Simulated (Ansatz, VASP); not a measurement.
## CO2 in VASP and in Ansatz

```
O C
1.0
     2.63591   -2.38738    0.00000
     2.63591    2.38738    0.00000
     0.00000    0.00000    6.58717
O C
4 2
Direct
  0.30651 0.69349 0.60816
  0.69349 0.30651 0.39184
  0.19349 0.80651 0.10816
  0.80651 0.19349 0.89184
  0.50000 0.50000 0.50000
  0.00000 0.00000 0.00000
```

The cell comes from a database or a generator and needn't be the stable form of this composition.

Alike in both runs: task single point; functional PBE; k mesh 8 × 8 × 4; occupations fermi-dirac, width 0.05 eV; no spin polarisation.

|  | VASP | Ansatz |
| --- | --- | --- |
| version | VASP 6.6.1 | Ansatz 0.2.0 |
| potentials or method | VASP PAW PBE potentials, release 64 (O, C) | Ansatz PAW |
| plane-wave cutoff (eV) | 520 | 420 |
| valence electrons in the cell | 32 | 32 |

```csv
,VASP,Ansatz,Ansatz less VASP
gap on the k mesh at the Fermi level (eV),6.61,6.64,+0.023
least direct gap on the mesh (eV),7.17,7.19,+0.024
pressure (GPa),4.3,2.7,-1.63
largest component of the traceless stress (GPa),2.21,0.39,-1.816
rms of the force components (eV/Å),0.371,0.068,-0.3029
```

Atom by atom the forces differ by 0.303 eV/Å (rms over components).

Caveats: the standard files for N, O and F lose accuracy on very short bonds (VASP); the pressure holds a Pulay correction of +0.8 GPa for the finite cutoff (Ansatz). A k mesh can miss the band edges. Expect the measured gap to be larger: semilocal functionals such as PBE lack the derivative discontinuity.
